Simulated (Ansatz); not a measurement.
InN (wurtzite)

```cif
data_In2N2
_chemical_formula_sum 'In2 N2'
_space_group_name_H-M_alt 'P63mc'
_space_group_IT_number 186
_space_group_name_Hall 'P 6c -2c'
_cell_length_a 3.58053
_cell_length_b 3.58053
_cell_length_c 5.78779
_cell_angle_alpha 90.000
_cell_angle_beta 90.000
_cell_angle_gamma 120.000
loop_
_atom_site_label
_atom_site_type_symbol
_atom_site_symmetry_multiplicity
_atom_site_Wyckoff_symbol
_atom_site_fract_x
_atom_site_fract_y
_atom_site_fract_z
_atom_site_occupancy
In1 In 2 b 0.33333 0.66667 0.00197 1
N1 N 2 b 0.66667 0.33333 0.12323 1
```

E(V) scan at fixed shape, V₀ the volume above. The atoms relax within the cell's symmetry.

Level of theory: PBE (plane waves to 420 eV, PAW, scalar-relativistic; Ansatz, a program for electronic structure). k mesh 11×11×6 (Γ-centred), Fermi-Dirac smearing 0.05 eV. The energy includes the smearing's −TS. With the shape held, the modulus is that of even scaling; a crystal free to change shape is softer. At this level the bands of InN touch or barely overlap; measurements give the solid a gap. InN was relaxed with its symmetry unable to fall. ΔE is measured from the relaxed starting cell. The last digit holds for this mesh only.

```tsv
V (Å³/atom)	ΔE (meV/atom)
13.494	216.7
13.923	142.0
14.351	85.9
14.780	45.7
15.208	19.3
15.636	4.6
16.065	0.0
16.493	4.1
16.922	15.7
17.350	33.7
17.779	57.1
18.207	85.3
18.635	117.4
```

Question: What is the fitted pressure derivative B₀′?

Answer: 4.7.

Question: What bulk modulus at fixed cell shape B₀ follows from a third-order Birch-Murnaghan fit?

Answer: 121 GPa. Check by three points about V = 16.065 Å³/atom, step 0.857: d²E/dV² ≈ (19 − 2·0 + 16) meV / 0.857² = 0.0477 eV/Å⁶, and V·d²E/dV² × 160.2 = 123 GPa.

(A scan under strain: stresses follow from slopes of the energy per volume, elastic moduli from its curvatures.)
